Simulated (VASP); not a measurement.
# Pb (C2/m) in VASP: further runs, part 2 of 2

VASP 6.6.1. Earlier steps stand in the parts before.

## 4. Single point, PBE

INCAR reads:

```
SYSTEM = Pb
PREC = Accurate
ENCUT = 520
EDIFF = 1E-6
ISMEAR = -1
SIGMA = 0.3
LREAL = .False.
LASPH = .True.
NELM = 100
ALGO = Fast
ISIF = 2
LWAVE = .False.
LCHARG = .False.
GGA = PE
NBANDS = 21
```

KPOINTS reads:

```
Automatic mesh
0
Gamma
  9 9 4
  0 0 0
```

POSCAR reads:

```
Pb
1.0
    3.0386000000     -1.7503000000      0.0000000000
    3.0386000000      1.7503000000      0.0000000000
   -2.1155000000      0.0000000000      6.0952000000
Pb
2
Direct
    0.0915000000      0.0915000000      0.2737000000
    0.9085000000      0.9085000000      0.7263000000
```

Potentials or basis: VASP PAW PBE potentials, release 64 (Pb_d).

Run with:

```sh
> cat potpaw_PBE.64/Pb_d/POTCAR > POTCAR
> mpirun -np 1 vasp_std > vasp.out
```

OUTCAR:

```text
SYSTEM = Pb
   PREC = Accurate
   ENCUT = 520
   EDIFF = 1E-6
   ISMEAR = -1
   LREAL = .False.
   LASPH = .True.
   NELM = 100
   ISIF = 2
   GGA = PE

 ion  position               nearest neighbor table
   1  0.092  0.092  0.274-   2 3.34   2 3.41   2 3.41   2 3.45
   2  0.908  0.908  0.726-   1 3.34   1 3.41   1 3.41   1 3.45

  LATTYP: Found a base centered monoclinic cell.
 ALAT       =     6.0772000000
 B/A-ratio  =     0.5760218522
 C/A-ratio  =     1.0616540020
 COS(beta)  =    -0.3278887373

  Lattice vectors:

 A1 = (   3.0386000000,  -1.7503000000,   0.0000000000)
 A2 = (   3.0386000000,   1.7503000000,   0.0000000000)
 A3 = (  -2.1155000000,   0.0000000000,   6.0952000000)

Analysis of symmetry for initial positions (statically):
=====================================================================
 Subroutine PRICEL returns:
 Original cell was already a primitive cell.

 Routine SETGRP: Setting up the symmetry group for a
 base centered monoclinic supercell.

 Subroutine GETGRP returns: Found  4 space group operations
 (whereof  4 operations were pure point group operations)
 out of a pool of  4 trial point group operations.

The static configuration has the point symmetry C_2h.

Analysis of symmetry for dynamics (positions and initial velocities):
=====================================================================
 Subroutine PRICEL returns:
 Original cell was already a primitive cell.

 Routine SETGRP: Setting up the symmetry group for a
 base centered monoclinic supercell.

 Subroutine GETGRP returns: Found  4 space group operations
 (whereof  4 operations were pure point group operations)
 out of a pool of  4 trial point group operations.

The dynamic configuration has the point symmetry C_2h.

 Subroutine INISYM returns: Found  4 space group operations
 (whereof  4 operations are pure point group operations),
 and found     1 'primitive' translations

[... 111 lines left out ...]
   IALGO  =     68    algorithm
   IMIX   =      4    mixing-type and parameters
     AMIX     =   0.40;   BMIX     =  1.00
     AMIX_MAG =   1.60;   BMIX_MAG =  1.00
  volume/ion in A,a.u.               =      32.42       218.76
  Fermi-wavevector in a.u.,A,eV,Ry     =   1.237446  2.338433 20.834221  1.531272
  Thomas-Fermi vector in A             =   2.372013
   LORBIT       =      0    0 simple, 1 ext, 2 COOP (PROOUT), +10 PAW based schemes
   GGA     = PE    functional components
   LHFCALC =     F    Hartree Fock is set to
   AEXX    =    0.0000 exact exchange contribution
   IVDW    =     0    specifies the selected vdW correction
   LEPSILON=     F    determine dielectric tensor
   LRPA    =     F    only Hartree local field effects (RPA)
 non-spin polarized calculation
 RMM-DIIS sequential band-by-band and
  energy-cutoff  :      520.00
  volume of cell :       64.83
 maximum number of plane-waves:      1774
 NGX is ok and might be reduce to    28
   NGX = 13   NGY = 13   NGZ = 23

 number of electron      27.9999996 magnetization

 Free energy of the ion-electron system (eV)
  ---------------------------------------------------
  ext. energy  EPLUGINS =         0.00000000
  ---------------------------------------------------
  free energy    TOTEN  =        -7.16967054 eV

  energy without entropy =       -6.83458180  energy(sigma->0) =       -7.00212617

 E-fermi :   6.5133     XC(G=0):  -9.8201

 val. band max:        6.5113041546   @ k =  -0.1111  -0.3333   0.2500
 cond. band min:       6.5472766279   @ k =   0.3333   0.3333   0.2500
 fundamental gap:      0.0359724732
 Fermi energy:         6.5133034857

 k-point     1 :       0.0000    0.0000    0.0000
  band No.  band energies     occupation
      1     -10.6087      2.00000
      2     -10.5010      2.00000
      3     -10.5005      2.00000
      4     -10.4977      2.00000
      5     -10.4974      2.00000
      6     -10.4729      2.00000
[... 565 lines left out ...]
     20      13.7049      0.00000
     21      15.3460      0.00000

 [... further k-points ...]

------------------------ aborting loop because EDIFF is reached ----------------------------------------

  FORCE on cell =-STRESS in cart. coord.  units (eV):
  Direction    XX          YY          ZZ          XY          YZ          ZX
  --------------------------------------------------------------------------------------
  -------------------------------------------------------------------------------------
  Total        0.3029038      0.3444177      0.7662046      0.0000000      0.0000000     -0.0323040
  in kB        7.4853370      8.5112241     18.9343920      0.0000000      0.0000000     -0.7982944
  external PRESSURE =      11.6436510 kB  Pullay stress =       0.0000000 kB

 VOLUME and BASIS-vectors are now :
 -----------------------------------------------------------------------------
  energy-cutoff  :      520.00
  volume of cell :       64.83
      direct lattice vectors                 reciprocal lattice vectors
     3.038600000 -1.750300000  0.000000000     0.164549464 -0.285665315  0.057111233
     3.038600000  1.750300000  0.000000000     0.164549464  0.285665315  0.057111233
    -2.115500000  0.000000000  6.095200000     0.000000000  0.000000000  0.164063525

 POSITION                                       TOTAL-FORCE (eV/Angst)
 -----------------------------------------------------------------------------------
     -0.02295      0.00000      1.66826        -0.007951      0.000000     -0.056497
      3.98465      0.00000      4.42694         0.007951      0.000000      0.056497
 -----------------------------------------------------------------------------------
    total drift:                               -0.000000     -0.000000      0.000000

  FREE ENERGIE OF THE ION-ELECTRON SYSTEM (eV)
  ---------------------------------------------------
  free  energy   TOTEN  =        -7.1696705406 eV

  energy  without entropy=       -6.8345817964  energy(sigma->0) =       -7.00212617
```

OSZICAR:

```text
N       E                     dE             d eps       ncg     rms          rms(c)
DAV:   1     0.290962715757E+03    0.29096E+03   -0.14193E+04  3990   0.159E+03
DAV:   2     0.140119137617E+02   -0.27695E+03   -0.27058E+03  4030   0.403E+02
DAV:   3    -0.650664222937E+01   -0.20519E+02   -0.20302E+02  4878   0.135E+02
DAV:   4    -0.716144179740E+01   -0.65480E+00   -0.65448E+00  4723   0.279E+01
DAV:   5    -0.719364102206E+01   -0.32199E-01   -0.32199E-01  5412   0.565E+00    0.763E-01
RMM:   6    -0.717338154247E+01    0.20259E-01   -0.31055E-02  4616   0.207E+00    0.408E-01
RMM:   7    -0.716908246825E+01    0.42991E-02   -0.22257E-02  4312   0.141E+00    0.139E-01
RMM:   8    -0.716945889778E+01   -0.37643E-03   -0.58539E-03  5255   0.102E+00    0.293E-02
RMM:   9    -0.716963846419E+01   -0.17957E-03   -0.20773E-03  6386   0.379E-01    0.183E-02
RMM:  10    -0.716966710692E+01   -0.28643E-04   -0.27133E-04  6113   0.161E-01    0.758E-03
RMM:  11    -0.716967173441E+01   -0.46275E-05   -0.64937E-05  5946   0.669E-02    0.721E-03
RMM:  12    -0.716967015842E+01    0.15760E-05   -0.17447E-05  5017   0.495E-02    0.578E-04
RMM:  13    -0.716967054062E+01   -0.38220E-06   -0.46863E-06  3860   0.188E-02
   1 F= -.71696705E+01 E0= -.70021262E+01  d E =-.335089E+00
```

Run time: 50 s. Hardware: 1 thread of Intel Xeon 6975P-C (Granite Rapids), shared host; peak memory 0.25 GiB.

What came out:

- Free energy: -7.1697 eV
- Pressure: 1.2 GPa
- Largest force: 0.057 eV/Å
- Band gap on the k mesh: none (metal or under the smearing width)

Forces on the atoms (eV/Å):
```
Pb  -0.008  0.000 -0.056
Pb   0.008  0.000  0.056
```

Spin-orbit coupling is left out, which matters for the levels of Pb.

## 5. The runs side by side

```csv
smearing,further INCAR settings,gap on the mesh (eV),pressure (GPa),largest force (eV/Å)
fermi-dirac 0.2 eV,ALGO = Fast; EDIFF = 1e-07; NBANDS = 21,none,1.0,0.01
fermi-dirac 0.1 eV,ALGO = Fast; EDIFF = 1e-07; NBANDS = 21,none,0.9,0.04
fermi-dirac 0.3 eV,ALGO = Fast; EDIFF = 1e-06; NBANDS = 21,none,1.2,0.06
```

Alike in all rows: task single point; level PBE; potentials or basis VASP PAW PBE potentials, release 64 (Pb_d); no spin polarisation; cell as given; k mesh 9 × 9 × 4; cutoff (eV) 520.

Every run on the cell as given and a fine mesh finds a metal.

Total energies depend on the potentials used, so only differences within one code and one set of settings carry meaning.
